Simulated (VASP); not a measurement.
Crystal: Ta2H.

```
CELL_PARAMETERS angstrom
1.72050 -2.37147 0.00000
1.72050 2.37147 0.00000
0.00000 0.00000 4.75857
ATOMIC_POSITIONS crystal
Ta 0.00000 0.50000 0.26457
Ta 0.50000 0.00000 0.73543
H 0.00000 0.00000 0.00000
```

The cell comes from a database or a generator and needn't be the stable form of this composition.

Base run:

| Property | Result |
| --- | --- |
| Program | VASP 6.6.1 |
| Functional | LDA |
| Potentials or basis | VASP PAW LDA potentials, release 64 (Ta_pv, H) |
| Cutoff | 520 eV |
| k mesh | 15 × 15 × 9 |
| Occupations | fermi-dirac, width 0.03 eV |
| Spin | no spin polarisation |

Its results: band gap on the k mesh none (metal or under the smearing width); pressure -7.9 GPa; largest force 0.104 eV/Å.

Task: The run is repeated on the same cell with these changes: functional from LDA to PBEsol; potentials or basis from VASP PAW LDA potentials, release 64 (Ta_pv, H) to VASP PAW PBE potentials, release 64 (Ta_pv, H). What comes out?

Result: Band gap on the k mesh none (metal or under the smearing width); pressure -4.1 GPa; largest force 0.033 eV/Å.

Caveats: the PAW data sets were made with another functional, which shifts forces and pressure a little (some runs).
